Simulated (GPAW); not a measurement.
# ZnSe (Stilleite) (F-43m) in GPAW: a series of runs, part 2 of 2

GPAW 26.7.0. Earlier steps stand in the parts before.

**3. Equation of state, PBEsol+D4**

run.py

```python
from ase.calculators.mixing import SumCalculator
from ase.eos import EquationOfState
from ase.io import Trajectory, read
from ase.units import GPa
from dftd4.ase import DFTD4
from gpaw import GPAW, PW, setup_paths

setup_paths.insert(0, '.')

atoms = read('ZnSe.xyz')

traj = Trajectory('eos.traj', 'w')
volumes, energies = [], []
for x in [0.94, 0.96, 0.98, 1.0, 1.02, 1.04, 1.06]:
    a = atoms.copy()
    a.set_cell(atoms.cell * x**(1 / 3), scale_atoms=True)
    calc = GPAW(mode=PW(600),
                xc='PBEsol',
                kpts={'size': (7, 7, 7), 'gamma': True},
                occupations={'name': 'fermi-dirac', 'width': 0.05},
                nbands=18,
                convergence={'density': 1e-05, 'energy': 1e-05},
                maxiter=150,
                txt=f'eos-{x:.2f}.txt')
    a.calc = SumCalculator([calc, DFTD4(method='pbesol')])
    energies.append(a.get_potential_energy())
    volumes.append(a.get_volume())
    p = -a.get_stress()[:3].mean() / GPa
    calc.write(f'eos-{x:.2f}.gpw')
    traj.write(a)
    print(f'{x:.2f} {volumes[-1]:10.4f} A^3 {energies[-1]:14.6f} eV {p:9.3f} GPa', flush=True)

v0, e0, B = EquationOfState(volumes, energies, eos='birchmurnaghan').fit()
print(f'V0 = {v0:.4f} A^3, E0 = {e0:.6f} eV, B0 = {B / GPa:.2f} GPa')
```

ZnSe.xyz

```xyz
2
Lattice="0.0000000000 2.8338000000 2.8338000000 2.8338000000 0.0000000000 2.8338000000 2.8338000000 2.8338000000 0.0000000000" Properties=species:S:1:pos:R:3 pbc="T T T"
Se     4.2507000000      4.2507000000      4.2507000000
Zn     0.0000000000      0.0000000000      0.0000000000
```

Potentials or basis: PAW data sets generated in the run's folder for this functional, pw.

The run is started by

```bash
> gpaw-setup -f PBEsol Se Zn
> OMP_NUM_THREADS=1 python run.py
```

It took 89 s on 1 thread of Arm Neoverse V1, shared host; peak memory 0.22 GiB.

Results (log left out):

```
Equilibrium volume                      : 21.93 Å³/atom
Bulk modulus                            : 69 GPa
Pressure derivative of the bulk modulus : 4.5
```

Energy against volume, from the lowest point:
```
volume (Å³/atom)  energy (meV/atom)
          21.391               2.92
          21.846               0.00
          22.301               1.21
          22.757               6.15
          23.212              14.37
          23.667              25.52
          24.122              39.31
```

**4. Equation of state, revPBE+D3**

run.py, as its differences from that of step 3:

```diff
@@ -1,11 +1,16 @@
+from ase import Atoms
 from ase.calculators.mixing import SumCalculator
 from ase.eos import EquationOfState
-from ase.io import Trajectory, read
+from ase.io import Trajectory
 from ase.units import GPa
-from dftd4.ase import DFTD4
-from gpaw import GPAW, PW, setup_paths
+from dftd3.ase import DFTD3
+from gpaw import GPAW, PW
 
-setup_paths.insert(0, '.')
-
-atoms = read('ZnSe.xyz')
+atoms = Atoms(['Se', 'Zn'],
+              cell=[[0.0, 2.8338, 2.8338],
+                    [2.8338, 0.0, 2.8338],
+                    [2.8338, 2.8338, 0.0]],
+              scaled_positions=[[0.75, 0.75, 0.75],
+                                [0.0, 0.0, 0.0]],
+              pbc=True)
 
@@ -17,3 +22,3 @@
     calc = GPAW(mode=PW(600),
-                xc='PBEsol',
+                xc='revPBE',
                 kpts={'size': (7, 7, 7), 'gamma': True},
@@ -24,3 +29,3 @@
                 txt=f'eos-{x:.2f}.txt')
-    a.calc = SumCalculator([calc, DFTD4(method='pbesol')])
+    a.calc = SumCalculator([calc, DFTD3(method='revpbe', damping='d3zero')])
     energies.append(a.get_potential_energy())
```

Potentials or basis: the program's PAW data sets (release 1.2.1) made for this functional, pw.

The run is started by

```bash
> OMP_NUM_THREADS=1 python run.py
```

It took 89 s on 1 thread of Arm Neoverse V1, shared host; peak memory 0.23 GiB.

The run converged. Its results:

```
Equilibrium volume                      : 22.36 Å³/atom
Bulk modulus                            : 67 GPa
Pressure derivative of the bulk modulus : 4.9
```

Energy against volume, from the lowest point:
| volume (Å³/atom) | energy (meV/atom) |
| --- | --- |
| 21.391 | 9.45 |
| 21.846 | 2.52 |
| 22.301 | 0.00 |
| 22.757 | 1.42 |
| 23.212 | 6.31 |
| 23.667 | 14.28 |
| 24.122 | 25.01 |

**5. Band structure, AM05, spin-orbit coupling, no magnetisation**

run.py

```python
import numpy as np
from ase import Atoms
from ase.dft.bandgap import bandgap
from ase.io import write
from ase.units import GPa
from gpaw import GPAW, PW, setup_paths
from gpaw.spinorbit import soc_eigenstates

setup_paths.insert(0, '.')

atoms = Atoms(['Se', 'Zn'],
              cell=[[0.0, 2.8338, 2.8338],
                    [2.8338, 0.0, 2.8338],
                    [2.8338, 2.8338, 0.0]],
              scaled_positions=[[0.75, 0.75, 0.75],
                                [0.0, 0.0, 0.0]],
              pbc=True)

calc = GPAW(mode=PW(600),
            xc='AM05',
            kpts={'size': (7, 7, 7), 'gamma': True},
            occupations={'name': 'fermi-dirac', 'width': 0.05},
            nbands=18,
            convergence={'density': 1e-05, 'energy': 1e-05},
            maxiter=150,
            txt='gpaw.txt')
atoms.calc = calc
energy = atoms.get_potential_energy()
forces = atoms.get_forces()
stress = atoms.get_stress()
calc.write('gs.gpw')
write('result.traj', atoms)
print(f'Energy: {energy:.6f} eV')
print('Forces (eV/A):')
print(forces.round(4))
print('Stress (GPa):', (stress / GPa).round(3))
print('Fermi level:', round(calc.get_fermi_level(), 4), 'eV')
print(f'Gap: {bandgap(calc)[0]:.4f} eV, direct: {bandgap(calc, direct=True)[0]:.4f} eV')

path = atoms.cell.bandpath('GXWKGLUWLK,UX', npoints=60, eps=1e-4)
bs_calc = calc.fixed_density(kpts=path, symmetry='off', nbands=29,
                             convergence={'bands': 'CBM+6.0', 'eigenstates': 1e-6}, txt='bands.txt')
bs = bs_calc.band_structure()
bs.write('bs.json')
print(f'Gap on the path: {bandgap(bs_calc)[0]:.4f} eV')

soc = soc_eigenstates(bs_calc, theta=54.7, phi=45)
np.savetxt('soc_bands.dat', soc.eigenvalues(), fmt='%.4f')
mesh = soc_eigenstates('gs.gpw', theta=54.7, phi=45)
np.savetxt('soc_mesh.dat', mesh.eigenvalues(), fmt='%.4f')
print('Fermi level with spin-orbit coupling:', round(mesh.fermi_level, 4), 'eV')
```

Potentials or basis: PAW data sets generated in the run's folder for this functional, pw.

The run is started by

```bash
> gpaw-setup -f AM05 Se Zn
> OMP_NUM_THREADS=1 python run.py
```

Run time: 47 s. Hardware: 1 thread of Arm Neoverse V1, shared host; peak memory 0.26 GiB.

Results (log left out):

- Free energy: -6.3643 eV
- Pressure: -0.6 GPa
- Band gap on the k mesh: 1.15 eV, direct
- Band gap along the path: 1.15 eV, direct

Levels at the corners of the path, in eV from the valence-band top:
| point | band 14 | band 15 | band 16 | band 17 | band 18 | band 19 | band 20 | band 21 | band 22 | band 23 |
| --- | --- | --- | --- | --- | --- | --- | --- | --- | --- | --- |
| Γ | -0.40 | 0.00 | 0.00 | 0.00 | 0.00 | 1.15 | 1.15 | 5.54 | 5.54 | 5.70 |
| X | -4.89 | -2.41 | -2.41 | -2.23 | -2.23 | 2.85 | 2.85 | 3.32 | 3.32 | 10.55 |
| W | -4.76 | -3.02 | -2.83 | -2.78 | -2.76 | 5.24 | 5.35 | 5.43 | 5.50 | 6.77 |
| K | -4.80 | -3.29 | -3.17 | -1.92 | -1.92 | 3.44 | 3.45 | 5.41 | 5.52 | 8.89 |
| Γ | -0.40 | 0.00 | 0.00 | 0.00 | 0.00 | 1.15 | 1.15 | 5.54 | 5.54 | 5.70 |
| L | -5.36 | -1.12 | -1.12 | -0.88 | -0.88 | 2.40 | 2.40 | 6.20 | 6.20 | 6.27 |
| U | -4.80 | -3.29 | -3.17 | -1.92 | -1.92 | 3.44 | 3.45 | 5.41 | 5.52 | 8.89 |
| W | -4.76 | -3.02 | -2.83 | -2.78 | -2.76 | 5.24 | 5.35 | 5.43 | 5.50 | 6.77 |
| L | -5.36 | -1.12 | -1.12 | -0.88 | -0.88 | 2.40 | 2.40 | 6.20 | 6.20 | 6.27 |
| K | -4.80 | -3.29 | -3.17 | -1.92 | -1.92 | 3.44 | 3.45 | 5.41 | 5.52 | 8.89 |
| U | -4.80 | -3.29 | -3.17 | -1.92 | -1.92 | 3.44 | 3.45 | 5.41 | 5.52 | 8.89 |
| X | -4.89 | -2.41 | -2.41 | -2.23 | -2.23 | 2.85 | 2.85 | 3.32 | 3.32 | 10.55 |

Caveat: spin-orbit coupling was added after a scalar SCF, so levels and gaps hold it while energy, forces, pressure and moments don't; this program's spin-orbit splittings come out too wide for heavy elements.

**6. Summary**

```csv
task,level,potentials or basis,spin,band path,band points,spin axis theta (degrees),spin axis phi (degrees),soc after scf,gap on the mesh (eV),V0 of scaled cells (Å³/atom),B0 (GPa)
band structure,GLLB-SC,"the program's PAW data sets (release 1.2.1) made for this functional, pw",off,"GXWKGLUWLK,UX",100,-,-,-,2.28,-,-
equation of state,PBEsol+D4,"PAW data sets generated in the run's folder for this functional, pw",off,-,-,-,-,-,-,21.93,69
equation of state,revPBE+D3,"the program's PAW data sets (release 1.2.1) made for this functional, pw",off,-,-,-,-,-,-,22.36,67
band structure,AM05,"PAW data sets generated in the run's folder for this functional, pw","SOC, no magnetisation","GXWKGLUWLK,UX",60,54.7,45,second variation,1.15,-,-
```

Alike in all rows: cell as given; k mesh 7 × 7 × 7; cutoff (eV) 600; smearing fermi-dirac 0.05 eV.

Caveats: the GLLB-SC gap is the Kohn-Sham gap of the path plus the derivative discontinuity (some runs); a model potential gives levels but no total energy (some runs); spin-orbit coupling was added after a scalar SCF, so levels and gaps hold it while energy, forces, pressure and moments don't (some runs); this program's spin-orbit splittings come out too wide for heavy elements (some runs).

Absolute energies hang on the potentials; compare differences alone.

**7. Comparison with measurements**

Step 2. A measured gap of ZnSe is 2.695 eV (an exciton energy, a little under the gap; 300 K; “Alloy Disordering Effects on the Thermal Conductivity and Energy Gap Temperature Dependence of Cd1−xZnxSe Ternary Crystals Grown by the Bridgman Method”, 2023, pmc:10253836); the calculated 2.28 eV misses it by -0.42 eV. Spin-orbit coupling on Se is left out. The value is that of GLLB-SC, without temperature or zero-point motion.

Step 5. A measured gap of ZnSe is 2.695 eV (an exciton energy, a little under the gap; 300 K; “Alloy Disordering Effects on the Thermal Conductivity and Energy Gap Temperature Dependence of Cd1−xZnxSe Ternary Crystals Grown by the Bridgman Method”, 2023, pmc:10253836); the calculated 1.15 eV misses it by -1.55 eV. So large a miss can be the level of theory's own, or it may mean another phase, state or a wrong row. The value is that of AM05, without temperature or zero-point motion. Semilocal functionals fall short of measured gaps as a rule.
